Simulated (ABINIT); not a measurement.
A run of ABINIT 10.8.3 (patched build):

The input run.abi:

```
pp_dirpath "./"
pseudos "Cr.GGA_PBE-JTH.xml"

acell 2.714 2.714 4.41 Angstrom
rprim
     1.0000000000     0.0000000000     0.0000000000
    -0.5000000000     0.8660254038     0.0000000000
     0.0000000000     0.0000000000     1.0000000000
ntypat 1
znucl 24
natom 2
typat 1 1
xred
     0.6666666667     0.3333333333     0.7500000000
     0.3333333333     0.6666666667     0.2500000000

ecut 23.0
pawecutdg 45.0
pawxcdev 0

kptopt 1
ngkpt 11 11 6
nshiftk 1
shiftk 0.0 0.0 0.0

ixc 11

nband 20
occopt 3
tsmear 0.05 eV

nsppol 2
spinat
     0.0000000000     0.0000000000     3.0000000000
     0.0000000000     0.0000000000     3.0000000000

nstep 100
tolvrs 1.0e-9

iomode 3
prtwf 0
prtden 0
prteig 0
prtebands 0
```

Potentials or basis: JTH PAW PBE v2.0.

Run with:

```sh
$ abinit run.abi > log 2>&1
```

Hardware: 1 thread of Intel(R) Xeon(R) 6975P-C (Granite Rapids), with other jobs on the host.

Task: How long does it take, and how much memory?

Result: Wall time 84 s on 1 thread of Intel(R) Xeon(R) 6975P-C (Granite Rapids), on a shared host, peak memory 0.18 GiB. Counts: scf iterations 21, mpi ranks 1, k points 64, bands 20, plane waves 1021.
